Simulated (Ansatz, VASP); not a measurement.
**Two plane-wave programs on TiPt5**

File INCAR:

```
PREC = Accurate
ENCUT = 600
EDIFF = 1E-6
ISMEAR = 0
SIGMA = 0.1
LREAL = F
LASPH = T
NELM = 100
ALGO = Normal
ISIF = 3
LWAVE = F
LCHARG = F
GGA = PE
IBRION = 2
NSW = 100
EDIFFG = -0.01
```

KPOINTS

```
Automatic mesh
0
Gamma
  10 10 6
```

The input POSCAR:

```
TiPt5
1.0
    3.9082297044      0.0000000000      0.0000000000
    0.0000000000      3.9082297044      0.0000000000
    0.0000000000      0.0000000000      6.4579221157
Ti Pt
1 5
Direct
    0.5000000000      0.5000000000      0.5000000000
    0.0000000000      0.5000000000      0.2013018957
    0.5000000000      0.0000000000      0.2013018957
    0.0000000000      0.5000000000      0.7986981043
    0.5000000000      0.0000000000      0.7986981043
    0.0000000000      0.0000000000      0.5000000000
```

Input for Ansatz:

```yaml
crystal:
  lattice:
    - [3.9082297044, 0.0, 0.0]
    - [0.0, 3.9082297044, 0.0]
    - [0.0, 0.0, 6.4579221157]
  atoms:
    - { symbol: Ti, position: [0.5, 0.5, 0.5] }
    - { symbol: Pt, position: [0.0, 0.5, 0.2013018957] }
    - { symbol: Pt, position: [0.5, 0.0, 0.2013018957] }
    - { symbol: Pt, position: [0.0, 0.5, 0.7986981043] }
    - { symbol: Pt, position: [0.5, 0.0, 0.7986981043] }
    - { symbol: Pt, position: [0.0, 0.0, 0.5] }
basis:
  ecutwfc: 420
kpoints:
  mp_grid: { grid: [10, 10, 6] }
hamiltonian:
  xc: pbe
scf:
  occupations: { method: gaussian, width: 0.1 }
output:
  forces: true
  stress: true
  eigenvalues: true
  write_density: true
  write_potential: true
  elf: true
  volumetric_format: npy
relax:
  adjacent_minimum: "off"
  f_tol: 0.01
  max_steps: 80
  cell: { stress_tol: 0.05 }
```

Alike in both runs: task relaxation of cell and atoms; functional PBE; k mesh 10 × 10 × 6; occupations gaussian, width 0.1 eV; no spin polarisation.

|  | VASP | Ansatz |
| --- | --- | --- |
| version | VASP 6.6.1 | Ansatz 0.2.0 |
| potentials or method | VASP PAW PBE potentials, release 64 (Ti_sv, Pt) | scalar-relativistic, plane waves, PAW |
| plane-wave cutoff (eV) | 600 | 420 |
| valence electrons in the cell | 62 | 102 |

VASP gave:

```
gap on the k mesh at the Fermi level, each at its own relaxed structure (eV) : none
relaxed volume (Å³/atom)                                                     : 16.44
relaxed cell length with the largest relative difference (Å)                 : 3.910
```

**Question.** Which values does Ansatz return?

**Answer.** gap on the k mesh at the Fermi level, each at its own relaxed structure (eV): none; relaxed volume (Å³/atom): 16.45; relaxed cell length with the largest relative difference (Å): 3.912.

A gap of «none» marks a metal or a gap that the smearing closes. The two sets of potentials don't hold the same shells in valence.

The runs have no spin-orbit coupling, so splittings on Pt are missing.
